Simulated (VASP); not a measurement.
Set up this calculation in VASP 6.6.1, as the native input.

```yaml
Task: relaxation of cell and atoms
Functional: PBE
Potentials_or_basis: VASP PAW PBE potentials, release 64 (Li_sv, F)
Cutoff: 600 eV
k_mesh: 10 × 10 × 6
Occupations: gaussian, width 0.05 eV
Spin: no spin polarisation
Further_INCAR_settings: ALGO = Fast; EDIFF = 1e-06; IBRION = 2; EDIFFG = -0.01; NSW = 60; ISIF = 3
```

The structure of LiF lies in POSCAR:

```
LiF
1.0
    2.6951600000      0.0000000000      0.0000000000
    0.0000000000      2.6951600000      0.0000000000
    0.0000000000      0.0000000000      4.4634600000
Li F
1 1
Direct
    0.0000000000      0.0000000000      0.0000000000
    0.5000000000      0.5000000000      0.0000000000
```

The cell was built by a generator and needn't be a form met in nature.

One way to write it, as run:

INCAR

```
PREC = Accurate
ENCUT = 600
EDIFF = 1E-6
ISMEAR = 0
SIGMA = 0.05
LREAL = False
LASPH = True
NELM = 60
ALGO = Fast
ISIF = 3
LWAVE = False
LCHARG = False
GGA = PE
IBRION = 2
NSW = 60
EDIFFG = -0.01
```

KPOINTS

```
regular mesh
0
Gamma
  10 10 6
```

Potentials or basis: VASP PAW PBE potentials, release 64 (Li_sv, F).

Launch:

```bash
$ cat potpaw_PBE.64/Li_sv/POTCAR potpaw_PBE.64/F/POTCAR > POTCAR
$ mpirun -np 1 vasp_std > vasp.out
```

It gave:

```json
{"Relaxed volume": "14.05 Å³/atom", "Relaxed cell": "a = 2.686 Å, b = 2.686 Å, c = 3.894 Å, α = 90.00°, β = 90.00°, γ = 90.00°", "Space group after relaxing (to 0.05 Å)": "P4/mmm (No. 123)", "Energy gained by relaxing": "3.1 meV/atom", "Ionic steps": "14", "Pressure after relaxing": "0.1 GPa", "Band gap on the k mesh": "5.96 eV, indirect (least direct gap 6.33 eV)"}
```

Caveat: the cutoff is under 1.25 times the usual one of these potentials, so pressure, stress and relaxed cells hold a basis-set (Pulay) error.

It took 82 s on 1 thread of Intel(R) Xeon(R) 6975P-C (Granite Rapids) (shared host), peak memory 0.16 GiB.
